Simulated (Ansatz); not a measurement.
Crystal: Re.

```xyz
2
Lattice="2.7608 0.0000 0.0000 -1.3804 2.3909 0.0000 0.0000 0.0000 4.4582" Properties=species:S:1:pos:R:3 pbc="T T T"
Re    1.3804    0.7970    3.3436
Re    0.0000    1.5939    1.1145
```

Program: Ansatz 0.2.0. Alike in all runs: potentials or basis all-electron LAPW, scalar-relativistic; no spin polarisation; cell as given; k mesh 11 × 11 × 6; cutoff (eV) 281; basis error allowed 0.001 eV/atom.

Q: Order these runs on this cell by their pressure, lowest first.
A. level PBE; smearing gaussian 0.028 eV
B. level revPBE; smearing fermi-dirac 0.05 eV
C. level PBEsol; smearing fermi-dirac 0.05 eV
D. level LDA; smearing fermi-dirac 0.05 eV
E. level BLYP; smearing fermi-dirac 0.05 eV

A: D (-10.0 GPa), C (-4.1 GPa), A (5.9 GPa), B (8.9 GPa), E (19.6 GPa).

Not every run made on this cell is shown here.
